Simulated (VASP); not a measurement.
# GaN (F-43m) in VASP: notebook, part 2 of 2

VASP 6.6.1.

## 4. Optical spectrum, PBE

File INCAR:

```
ALGO = Fast
CSHIFT = 0.05
EDIFF = 1E-7
ENCUT = 520
GGA = PE
ISIF = 2
ISMEAR = 0
LASPH = T
LCHARG = F
LOPTICS = T
LREAL = F
LWAVE = F
NBANDS = 57
NEDOS = 2000
NELM = 80
PREC = Accurate
SIGMA = 0.03
```

File KPOINTS:

```
k-points
0
Gamma
  10 10 10
```

File POSCAR:

```
GaN                                     
1.0
    0.0000000000      2.2475536579      2.2475536579
    2.2475536579      0.0000000000      2.2475536579
    2.2475536579      2.2475536579     -0.0000000000
  Ga              N             
     1     1
Direct
     0.0000000000000000    0.0000000000000000    0.0000000000000000
     0.7500000000000000    0.7500000000000000    0.7500000000000000
```

Potentials or basis: VASP PAW PBE potentials, release 64 (Ga_d, N).

On the command line:

```console
> cat potpaw_PBE.64/Ga_d/POTCAR potpaw_PBE.64/N/POTCAR > POTCAR
> mpirun -np 1 vasp_std > vasp.out
```

OUTCAR:

```text
EDIFF = 1E-7
   ENCUT = 520
   GGA = PE
   ISIF = 2
   ISMEAR = 0
   LASPH = T
   LREAL = F
   NELM = 80
   PREC = Accurate

 ion  position               nearest neighbor table
   1  0.000  0.000  0.000-   2 1.95   2 1.95   2 1.95   2 1.95
   2  0.750  0.750  0.750-   1 1.95   1 1.95   1 1.95   1 1.95

[... 920 lines left out ...]
     3.83944     7.10229     7.10229     7.10229    -0.00000    -0.00000     0.00000
     5.11925     6.66564     6.66564     6.66564     0.00000     0.00000    -0.00000
     6.39907     6.36736     6.36736     6.36736    -0.00000     0.00000     0.00000
[... 92 lines left out ...]
   125.42174     0.95200     0.95200     0.95200    -0.00000    -0.00000    -0.00000
   126.70155     0.95317     0.95317     0.95317    -0.00000    -0.00000    -0.00000

  frequency dependent IMAGINARY DIELECTRIC FUNCTION (independent particle, no local field effects) current-current
     E(ev)      X         Y         Z        XY        YZ        ZX
  --------------------------------------------------------------------------------------------------------------
     0.00000     0.00000     0.00000     0.00000     0.00000    -0.00000     0.00000
     1.27981    -0.00000    -0.00000    -0.00000     0.00000     0.00000     0.00000
     2.55963     0.00000     0.00000     0.00000     0.00000     0.00000     0.00000
     3.83944     0.00002     0.00002     0.00002    -0.00000    -0.00000     0.00000
     5.11925     1.17520     1.17520     1.17520     0.00000    -0.00000     0.00000
     6.39907    12.16273    12.16273    12.16273     0.00000     0.00000    -0.00000
[... 92 lines left out ...]
   125.42174    -0.00000    -0.00000    -0.00000     0.00000     0.00000     0.00000
   126.70155    -0.00000    -0.00000    -0.00000     0.00000     0.00000     0.00000

  frequency dependent      REAL DIELECTRIC FUNCTION (independent particle, no local field effects) current-current
     E(ev)        X           Y           Z          XY          YZ          ZX
  --------------------------------------------------------------------------------------------------------------
     0.00000     6.06824     6.06824     6.06824    -0.00000     0.00000    -0.00000
     1.27981     6.54419     6.54419     6.54419    -0.00000     0.00000    -0.00000
     2.55963     8.32463     8.32463     8.32463    -0.00000    -0.00000    -0.00000
     3.83944     7.09199     7.09199     7.09199    -0.00000     0.00000     0.00000
     5.11925     6.62123     6.62123     6.62123     0.00000     0.00000     0.00000
     6.39907     6.16596     6.16596     6.16596     0.00000     0.00000    -0.00000
[... 92 lines left out ...]
   125.42174     0.95201     0.95201     0.95201    -0.00000    -0.00000     0.00000
   126.70155     0.95318     0.95318     0.95318    -0.00000    -0.00000     0.00000
```

OSZICAR:

```text
N       E                     dE             d eps       ncg     rms          rms(c)
DAV:   1     0.155351958440E+03    0.15535E+03   -0.48100E+03  7784   0.572E+02
DAV:   2    -0.116902245221E+01   -0.15652E+03   -0.13363E+03  5652   0.192E+02
DAV:   3    -0.140049741905E+02   -0.12836E+02   -0.12632E+02  6389   0.383E+01
DAV:   4    -0.141497096366E+02   -0.14474E+00   -0.14467E+00  6179   0.391E+00
DAV:   5    -0.141499860103E+02   -0.27637E-03   -0.27637E-03  6219   0.163E-01    0.775E+00
RMM:   6    -0.121684279695E+02    0.19816E+01   -0.91225E-02  7851   0.786E-01    0.275E+00
RMM:   7    -0.121440635147E+02    0.24364E-01   -0.42550E-03  8463   0.256E-01    0.163E+00
RMM:   8    -0.121362851920E+02    0.77783E-02   -0.11376E-02  8237   0.337E-01    0.191E-01
RMM:   9    -0.121363446146E+02   -0.59423E-04   -0.80296E-04  9520   0.904E-02    0.119E-01
RMM:  10    -0.121365066858E+02   -0.16207E-03   -0.14016E-04  8096   0.283E-02    0.145E-02
RMM:  11    -0.121365055746E+02    0.11112E-05   -0.69782E-06  9180   0.632E-03    0.393E-03
RMM:  12    -0.121365055619E+02    0.12754E-07   -0.53641E-07  8344   0.204E-03
   1 F= -.12136506E+02 E0= -.12136506E+02  d E =-.228790E-13
 imaginary and real dielectric function
```

Run time: 19 s. Hardware: 1 thread of Intel Xeon 6975P-C (Granite Rapids), shared host; peak memory 0.19 GiB.

Results:

| Property | Result |
| --- | --- |
| Free energy | -12.1365 eV |
| Pressure | 6.7 GPa |
| Band gap on the k mesh | 1.78 eV, direct |

Dielectric function (mean over the directions given):
| energy (eV) | real part | imaginary part |
| --- | --- | --- |
| 0.26 | 6.08 | 0.00 |
| 0.70 | 6.18 | 0.00 |
| 1.22 | 6.48 | 0.00 |
| 1.73 | 7.86 | 2.17 |
| 2.24 | 6.66 | 0.00 |
| 2.75 | 5.88 | 13.55 |
| 3.26 | 5.51 | 1.62 |
| 3.78 | 6.51 | 0.09 |
| 4.29 | 7.86 | 0.21 |
| 4.80 | 6.95 | 8.74 |
| 5.25 | 9.01 | 0.10 |
| 5.76 | 4.73 | 7.57 |
| 6.27 | 10.16 | 23.58 |
| 6.78 | 6.45 | 3.26 |
| 7.29 | 6.80 | 10.47 |
| 7.81 | -0.23 | 7.77 |
| 8.32 | 0.61 | 1.56 |
| 8.83 | 5.66 | 1.42 |
| 9.34 | 1.93 | 9.46 |
| 9.85 | -1.72 | 9.40 |
| 10.30 | -0.06 | 4.74 |
| 10.81 | -1.09 | 6.35 |
| 11.33 | 1.67 | 10.73 |
| 11.84 | -1.13 | 2.19 |
| 12.35 | -3.18 | 4.24 |
| 12.86 | -3.00 | 4.62 |
| 13.37 | -1.70 | 2.31 |
| 13.89 | -2.42 | 3.45 |
| 14.40 | -1.30 | 1.86 |
| 14.91 | -1.51 | 0.30 |
| 15.36 | -0.72 | 0.66 |
| 15.87 | -0.70 | 0.83 |
| 16.38 | -0.59 | 0.45 |
| 16.89 | -0.30 | 1.22 |
| 17.41 | -0.33 | 0.56 |
| 17.92 | -0.20 | 0.64 |
| 18.43 | -0.17 | 0.68 |
| 18.94 | -0.03 | 0.19 |
| 19.45 | -0.13 | 0.98 |
| 19.97 | 0.05 | 0.54 |

Caveat: spectra need much finer meshes, so this one isn't converged; independent-particle spectra lack excitons.

## 5. Density of states, PBE

POSCAR is that of step 4.

File INCAR.step1:

```
SYSTEM = GaN
PREC = Accurate
ENCUT = 520
EDIFF = 1E-7
ISMEAR = 0
SIGMA = 0.03
LREAL = .FALSE.
LASPH = .TRUE.
NELM = 80
ALGO = Fast
ISIF = 2
LWAVE = .FALSE.
LCHARG = .TRUE.
GGA = PE
NBANDS = 16
```

File KPOINTS.step1:

```
Automatic mesh
0
G
  10 10 10
  0 0 0
```

File INCAR.step2:

```
SYSTEM = GaN
PREC = Accurate
ENCUT = 520
EDIFF = 1E-7
ISMEAR = -5
SIGMA = 0.03
LREAL = .FALSE.
LASPH = .TRUE.
NELM = 80
ALGO = Fast
ISIF = 2
LWAVE = .FALSE.
LCHARG = .FALSE.
GGA = PE
LORBIT = 10
NBANDS = 16
NEDOS = 2001
ICHARG = 11
```

File KPOINTS.step2:

```
Automatic mesh
0
G
  15 15 15
  0 0 0
```

On the command line:

```console
> cat potpaw_PBE.64/Ga_d/POTCAR potpaw_PBE.64/N/POTCAR > POTCAR
> cp INCAR.step1 INCAR
> cp KPOINTS.step1 KPOINTS
> mpirun -np 1 vasp_std > vasp.out
> cp INCAR.step2 INCAR
> cp KPOINTS.step2 KPOINTS
> mpirun -np 1 vasp_std > vasp.out
```

Run time: 15 s. Hardware: 1 thread of Intel Xeon 6975P-C (Granite Rapids), shared host; peak memory 0.16 GiB.

Results (log left out):

| Property | Result |
| --- | --- |
| Valence electrons inside the program's atomic spheres | Ga 11.88; N 3.75 |

Levels at points of the mesh, in eV from the valence-band top:
```
           k point  band 5  band 6  band 7  band 8  band 9  band 10  band 11  band 12  band 13  band 14
(0.00, 0.00, 0.00)  -13.12  -13.12    0.00    0.00    0.00     1.77    10.35    10.35    10.35    17.71
```

States per cell in windows of 0.5 eV (zero at the valence-band top; states under -8 eV left out):
```
from (eV)  total  N2_p  Ga1_s  Ga1_p  Ga1_d  N2_s  N2_d
     -8.0   0.00  0.00   0.00   0.00   0.00  0.00  0.00
     -7.5   0.01  0.00   0.00   0.00   0.00  0.00  0.00
     -7.0   0.13  0.03   0.03   0.01   0.00  0.00  0.00
     -6.5   0.34  0.09   0.10   0.03   0.01  0.01  0.00
     -6.0   0.76  0.21   0.25   0.04   0.02  0.02  0.00
     -5.5   0.25  0.07   0.06   0.02   0.02  0.02  0.00
     -5.0   0.15  0.04   0.03   0.01   0.01  0.01  0.00
     -4.5   0.21  0.07   0.02   0.03   0.01  0.01  0.00
     -4.0   0.43  0.15   0.03   0.07   0.02  0.01  0.00
     -3.5   0.48  0.19   0.03   0.08   0.02  0.01  0.00
     -3.0   0.61  0.26   0.02   0.11   0.03  0.01  0.00
     -2.5   0.66  0.30   0.02   0.11   0.04  0.01  0.00
     -2.0   0.66  0.32   0.01   0.10   0.04  0.00  0.00
     -1.5   0.69  0.36   0.01   0.10   0.05  0.00  0.00
     -1.0   0.47  0.26   0.00   0.05   0.04  0.00  0.00
     -0.5   0.17  0.10   0.00   0.01   0.02  0.00  0.00
      0.0   0.00  0.00   0.00   0.00   0.00  0.00  0.00
      0.5   0.00  0.00   0.00   0.00   0.00  0.00  0.00
      1.0   0.00  0.00   0.00   0.00   0.00  0.00  0.00
      1.5   0.00  0.00   0.00   0.00   0.00  0.00  0.00
      2.0   0.01  0.00   0.00   0.00   0.00  0.00  0.00
      2.5   0.01  0.00   0.00   0.00   0.00  0.00  0.00
      3.0   0.03  0.01   0.00   0.00   0.00  0.01  0.00
      3.5   0.09  0.01   0.01   0.01   0.01  0.01  0.00
      4.0   0.19  0.03   0.02   0.03   0.01  0.02  0.00
      4.5   0.35  0.05   0.04   0.05   0.02  0.04  0.00
      5.0   0.41  0.06   0.06   0.05   0.02  0.05  0.00
      5.5   0.41  0.07   0.06   0.05   0.03  0.04  0.00
      6.0   0.41  0.08   0.05   0.05   0.04  0.03  0.00
      6.5   0.12  0.02   0.03   0.01   0.01  0.01  0.00
      7.0   0.41  0.10   0.11   0.03   0.03  0.01  0.00
      7.5   0.93  0.25   0.25   0.07   0.06  0.01  0.00
```

## 6. How close it comes

Step 4. Against the measured gap of GaN, 3.299 eV (direct; 0 K; a printed reference work, textbook), the calculated 1.78 eV is off by -1.52 eV. Spin-orbit coupling on Ga is left out. The value is that of PBE, without temperature or zero-point motion. Semilocal functionals fall short of measured gaps as a rule. The cell is a database's relaxed one, not the measured one, which moves gaps too.
